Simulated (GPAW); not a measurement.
Runs of GPAW 26.7.0 on As. The typed cell holds 1 atom: a = 2.999 Å, b = 2.598 Å, c = 2.582 Å, α = 78.73°, β = 76.84°, γ = 93.49°. 

```tsv
task	level	potentials or basis	cutoff (eV)	smearing	maxiter	symmetry	k mesh for the DOS	dos width	older calculator (legacy_gpaw)	grid spacing	other keys	gap on the mesh (eV)	pressure (GPa)
single point	PW91	PAW data sets generated in the run's folder for this functional, pw	600	marzari-vanderbilt 0.005 eV	100	point_group=False	-	-	-	-	several, not listed	none	8.1
density of states	LDA	the program's PAW data sets (release 1.2.1) made for this functional, lcao:dzp	-	fermi-dirac 0.05 eV	150	-	13 × 15 × 16	0.05 eV	-	0.16 Å	-	none	-
single point	PBE	GPAW PAW data sets (gpaw-data 1.2.1), pw	600	fermi-dirac 0.05 eV	150	-	-	-	-	-	-	none	7.6
atomic charges	AM05	PAW data sets generated in the run's folder for this functional, pw	600	fermi-dirac 0.05 eV	150	-	-	-	yes	-	-	none	(a)
```

Alike in all rows: no spin polarisation; cell sheared at random, sigma 0.1, atoms nudged by 0.01 Å; k mesh 9 × 10 × 11.

Task: Fill in the values left out.

Result: (a) 3.0.

Caveats: this smearing can pin the Fermi level at a band edge (some runs); the basis of atomic orbitals isn't converged, which shifts pressures, moduli and gaps (some runs).

A k mesh can miss the band edges, and the runs leave out spin-orbit coupling on As.

A gap of «none» marks a metal or a gap under the smearing width.
